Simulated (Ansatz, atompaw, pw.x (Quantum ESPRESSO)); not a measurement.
What a changed setting does to a pw.x run (sc Ta)

Potential: PAW, atompaw 4.2.0.5, PBE; core [Kr] 4d10 4f14, reference 5s2 5p6 5d3.5 6s1.5 6p0; waves: 5s (bound): rc 1.50 bohr; 6s (bound): rc 3.00 bohr; 5p (bound): rc 2.00 bohr; 6p (bound, empty): rc 2.94 bohr; 5d (bound): rc 3.00 bohr; 5d channel at 4.55 Ry: rc 3.00 bohr; local part: troulliermartins scheme with l = 3 at 0 Ry, radius 2.55 bohr; core correction: smooth core density matched at 2.60 bohr; augmentation: gaussian compensation charge, radius 2.85 bohr; PAW radius 3.00 bohr; waves and projectors: custom polynom gramschmidtortho.

The reference run (k-mesh 12³, cutoffs 45/450 Ry, Fermi–Dirac 0.01 Ry, mixing_beta 0.4, conv_thr 1e-9, no spin) gives 1.01 GPa at 20.376 Å³/atom, where all-electron LAPW gives 1.79 GPa. This run, with its own iteration cap, changes smearing to mv.

```
&control
  calculation='scf', prefix='x', pseudo_dir='./', outdir='./tmp', tstress=.true., disk_io='none'
/
&system
  ibrav=0, nat=1, ntyp=1, ecutwfc=45, ecutrho=450, nbnd=14,
  occupations='smearing', smearing='mv', degauss=0.01
/
&electrons
  conv_thr=1e-09, mixing_beta=0.4, electron_maxstep=60
/
ATOMIC_SPECIES
Ta 1.0 Ta.UPF
CELL_PARAMETERS angstrom
  2.73132247 0.00000000 0.00000000
  0.00000000 2.73132247 0.00000000
  0.00000000 0.00000000 2.73132247
ATOMIC_POSITIONS crystal
Ta 0.0000 0.0000 0.0000
K_POINTS automatic
12 12 12 0 0 0
```

```bash
pw.x < Ta.scf.in > Ta.scf.out
```

Q: How does the run end?

A: It converges in 16 iterations; the free energy moves by +25.6 meV/atom and the pressure by -0.15 GPa. This scheme is built to cancel the term in the square of the width that Fermi–Dirac smearing leaves in the F of a metal.

```
Message from routine setup:
     using ibrav=0 with symmetry is DISCOURAGED, use correct ibrav instead
     lattice parameter (alat)  =       5.1615  a.u.
     unit-cell volume          =     137.5041 (a.u.)^3
     number of electrons       =        13.00
     number of Kohn-Sham states=           14
     kinetic-energy cutoff     =      45.0000  Ry
     charge density cutoff     =     450.0000  Ry
     scf convergence threshold =      1.0E-09
     Exchange-correlation= SLA PW PBX PBC
     number of k points=    84  Marzari-Vanderbilt smearing, width (Ry)=  0.0100
     iteration #  1     ecut=    45.00 Ry     beta= 0.40
     total energy              =    -727.05242918 Ry
     estimated scf accuracy    <       0.01475244 Ry
     iteration #  2     ecut=    45.00 Ry     beta= 0.40
     total energy              =    -727.06736775 Ry
     estimated scf accuracy    <       0.00884754 Ry
     iteration #  3     ecut=    45.00 Ry     beta= 0.40
     total energy              =    -727.07077829 Ry
     estimated scf accuracy    <       0.00050410 Ry
     [... 10 iterations left out ...]
     iteration # 14     ecut=    45.00 Ry     beta= 0.40
     total energy              =    -727.07112487 Ry
     estimated scf accuracy    <          4.3E-09 Ry
     iteration # 15     ecut=    45.00 Ry     beta= 0.40
     total energy              =    -727.07112487 Ry
     estimated scf accuracy    <          6.7E-09 Ry
     iteration # 16     ecut=    45.00 Ry     beta= 0.40
     the Fermi energy is    15.3787 ev
!    total energy              =    -727.07112487 Ry
     estimated scf accuracy    <          2.0E-10 Ry
     smearing contrib. (-TS)   =       0.00039651 Ry
     convergence has been achieved in  16 iterations
          total   stress  (Ry/bohr**3)                   (kbar)     P=        8.58
     Message from routine punch:
     Nothing written, as per user request (disk_io='none')
```

The run took about 19 s on one core of a shared host (AMD EPYC 9R14, 96 threads, 740 GiB, load 21).
